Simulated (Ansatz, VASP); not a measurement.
Pd in VASP and in Ansatz

INCAR

```
PREC = Accurate
ENCUT = 520
EDIFF = 1E-6
ISMEAR = 0
SIGMA = 0.6
LREAL = False
LASPH = True
NELM = 60
ALGO = Normal
ISIF = 2
LWAVE = False
LCHARG = True
GGA = CA
LELF = True
LVHAR = True
NBANDS = 11
```

File KPOINTS:

```
Automatic mesh
0
Gamma
  14 14 14
```

File POSCAR:

```
Pd
1.0
    0.0000000000      1.9211411165      1.9211411165
    1.9211411165      0.0000000000      1.9211411165
    1.9211411165      1.9211411165      0.0000000000
Pd
1
Direct
    0.0000000000      0.0000000000      0.0000000000
```

Input for Ansatz:

```yaml
crystal:
  lattice:
    - [0.0, 1.9211411165, 1.9211411165]
    - [1.9211411165, 0.0, 1.9211411165]
    - [1.9211411165, 1.9211411165, 0.0]
  atoms:
    - { symbol: Pd, position: [0.0, 0.0, 0.0] }
hamiltonian:
  xc: lda
  pseudopotentials:
    kind: paw
    azcp:
      Pd: "pseudopotentials/Pd.paw.azcp"
basis:
  ecutwfc: 420
  fft_grid_basis: typed
kpoints:
  mp_grid: { grid: [14, 14, 14], shift: [0, 0, 0] }
magnetization:
  spin_polarized: false
scf:
  occupations: { method: gaussian, width: 0.6 }
  lower_state_search: "off"
output:
  stress: true
  write_density: true
  write_potential: true
  elf: true
  volumetric_format: npy
```

Alike in both runs: task single point; functional LDA; k mesh 14 × 14 × 14; occupations gaussian, width 0.6 eV; no spin polarisation.

|  | VASP | Ansatz |
| --- | --- | --- |
| version | VASP 6.6.1 | Ansatz 0.2.0 |
| potentials or method | VASP PAW LDA potentials, release 64 (Pd) | plane waves (420 eV) with PAW, scalar-relativistic |
| plane-wave cutoff (eV) | 520 | 420 |
| valence electrons in the cell | 10 | 18 |

```tsv
	VASP	Ansatz	Ansatz less VASP
pressure (GPa)	1.2	0.9	-0.28
```

The two sets of potentials don't hold the same shells in valence. Ansatz warned: «pseudo_functional_mismatch».
